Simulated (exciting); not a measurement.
**Li2O: Wannier functions with LDA**

The system is Li2O.

```
CELL_PARAMETERS angstrom
0.00000 2.32685 2.32685
2.32685 0.00000 2.32685
2.32685 2.32685 0.00000
ATOMIC_POSITIONS crystal
O 0.00000 0.00000 0.00000
Li 0.25000 0.25000 0.25000
Li 0.75000 0.75000 0.75000
```

The cell comes from a database or a generator and needn't be the stable form of this composition.

| Property | Result |
| --- | --- |
| Program | exciting (release sodium) |
| Task | Wannier functions |
| Functional | LDA |
| Potentials or basis | all-electron LAPW+lo, shipped species files, valence relativity zora |
| rgkmax | 6 |
| k mesh | 6 × 6 × 6 |
| Occupations | gaussian, width 0.005 eV |
| Spin | no spin polarisation |
| Method | opfmax |
| First band of the group | 3 |
| Last band of the group | 6 |
| gmaxvr (cutoff of density and potential) | 14 1/bohr |
| lmaxapw (and lmaxmat) | 10 |
| lmaxvr | 8 |
| nempty | 12 |
| Valence relativity | zora |
| epsengy | 1e-05 Ha |
| epspot | 1e-05 Ha |
| maxscl | 60 |
| Muffin-tin radii | O 1.45, Li 1.7 bohr |

```yaml
Band_gap_on_the_k_mesh: 4.76 eV, indirect (least direct gap 5.06 eV)
All_electrons_inside_the_program's_atomic_spheres: O 6.63; Li 2.19 (radii O 1.45, Li 1.7 bohr)
Total_Wannier_spread: 2.92 Å² over 4 functions
```

Levels at points of the mesh, in eV from the valence-band top:
| k point | band 2 | band 3 | band 4 | band 5 | band 6 | band 7 | band 8 | band 9 | band 10 | band 11 |
| --- | --- | --- | --- | --- | --- | --- | --- | --- | --- | --- |
| (0.00, 0.00, 0.00) | -41.59 | -15.11 | 0.00 | 0.00 | 0.00 | 5.06 | 11.47 | 11.47 | 11.47 | 18.51 |
| (0.50, 0.00, 0.00) | -41.75 | -14.90 | -2.76 | -0.46 | -0.46 | 8.93 | 9.44 | 11.66 | 11.66 | 17.24 |
| (0.50, 0.50, 0.00) | -41.68 | -14.86 | -1.59 | -1.40 | -1.40 | 4.76 | 13.06 | 13.06 | 14.26 | 15.33 |

Wannier centres (Å) and spreads (Å²):
```csv
function,x,y,z,spread
1,0.202,0.202,0.202,0.731
2,-0.202,0.202,-0.202,0.731
3,-0.202,-0.202,0.202,0.731
4,0.202,-0.202,-0.202,0.731
```

Wall time 25 s on 1 thread of Arm Neoverse V1, with other jobs on the host, peak memory 0.31 GiB.

A k mesh can miss the band edges.
